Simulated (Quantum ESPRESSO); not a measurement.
## BN: dielectric tensor and Born charges under several settings

```
N B
1.0
     2.55394    0.00000    0.00000
    -1.27697    2.21178    0.00000
     0.00000    0.00000    4.22685
N B
2 2
Direct
  0.33333 0.66667 0.12528
  0.66667 0.33333 0.62528
  0.33333 0.66667 0.49972
  0.66667 0.33333 0.99972
```

Measurements of this composition are mostly on another form, of space group No. 194.

All runs used Quantum ESPRESSO 7.5; k mesh 8 × 8 × 4, shifted; given cell; no spin polarisation; cutoff 612 eV; occupations smeared at first, fixed for the response.

```tsv
level	potentials	pressure (GPa)	ε∞ (diagonal)	Born charge of atom 1 (e)
LDA	GBRV 1.5 LDA	-12.5	4.57, 4.57, 4.72	-1.87
PBE	GBRV 1.5 PBE	-0.1	4.57, 4.57, 4.73	-1.89
PBEsol	GBRV 1.5 PBEsol	-5.4	4.61, 4.61, 4.76	-1.88
WC	GBRV 1.5 PBE	?	?	?
BLYP	GBRV 1.5 PBE	9.0	4.47, 4.47, 4.63	-1.90
AM05	GBRV 1.5 PBE	-5.9	4.63, 4.63, 4.79	-1.87
```

What stands in the row left open?

Pressure -4.9 GPa; ε∞ 4.61, 4.61, 4.77; Born charge of atom 1 -1.88 e.

Caveats: the cell is more than 3 GPa from zero pressure, which shifts response properties (some runs); the potentials were made for another functional, which shifts forces and pressure (some runs).

For the row left open. Caveat: the potentials were made for another functional, which shifts forces and pressure; the cell is more than 3 GPa from zero pressure, which shifts response properties.
